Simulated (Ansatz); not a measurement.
A (100) slab of IrO₂ (P4_2/mnm (No. 136)), 18 planes, outer planes Ir (top) and O (bottom), with 18 atoms (Ir6O12) in a surface cell of A = 14.101 Å², as cut from the bulk:

```
CELL_PARAMETERS angstrom
3.15357 0.00000 0.00000
0.00000 4.47149 0.00000
0.00000 0.00000 27.55944
ATOMIC_POSITIONS crystal
O 0.50000 0.80878 0.27214
O 0.00000 0.30878 0.29121
Ir 0.50000 0.50000 0.32224
O 0.00000 0.69122 0.35326
O 0.50000 0.19122 0.37234
Ir 0.00000 0.00000 0.40336
O 0.50000 0.80878 0.43439
O 0.00000 0.30878 0.45346
Ir 0.50000 0.50000 0.48449
O 0.00000 0.69122 0.51551
O 0.50000 0.19122 0.53459
Ir 0.00000 0.00000 0.56561
O 0.50000 0.80878 0.59664
O 0.00000 0.30878 0.61571
Ir 0.50000 0.50000 0.64674
O 0.00000 0.69122 0.67776
O 0.50000 0.19122 0.69684
Ir 0.00000 0.00000 0.72786
```

Method: DFT PBEsol, scalar-relativistic, plane waves, PAW in Ansatz 0.2.0. Plane waves to 420 eV, a k mesh through Γ of 11×8×1 on the computed 18-atom cell and Gaussian smearing (0.10 eV); no spin polarisation. A dipole correction removes the field between periodic images along c.

Against the same 18 atoms in the bulk, the slab as cut lies 7.049 eV higher and the relaxed slab 5.630 eV higher.

Task: Work out the surface energy before and after relaxation.

Result: The slab has two faces, so γ = (E_slab − N·E_bulk)/(2A), the mean of both. As cut: 7.049/(2 × 14.101) = 0.2499 eV/Å², and 1 eV/Å² = 16.02 J/m², so γ = 4.00 J/m². Relaxed: 5.630/(2 × 14.101) = 0.1996 eV/Å² = 3.20 J/m². Relaxation recovers 20 % of the cost of cutting.

Task: What is the ideal work of this cut, per area?

Result: Griffith's ideal work is 2γ: 8.01 J/m² if the new faces stay rigid, 6.40 J/m² if they relax. Other cuts parallel to this plane can cost less. One thickness was run, 18 planes, so γ can still shift with it.

The high surface energy belongs to this particular termination and should not be read as the intrinsic value for IrO₂(100). The cut runs between an Ir plane and its adjacent O plane, so the top Ir loses half of its oxygen neighbours, while the bottom face ends in O atoms held by a single Ir each. Moving the outermost O plane from the bottom to the top would give two equivalent O-terminated faces at the same stoichiometry, with fewer Ir–O bonds broken and no net dipole.

Relaxation lowers γ from 4.00 to 3.20 J/m², probably through stronger back-bonding of the under-coordinated Ir and shorter bonds to the terminal O. It leaves most of the cost in place, as expected when small displacements cannot replace the missing neighbours. Because IrO₂ is metallic, its carriers can screen the charge imbalance between the unlike faces, but they do not restore the lost bonds. The relaxed value is therefore no suitable input for an equilibrium crystal shape.
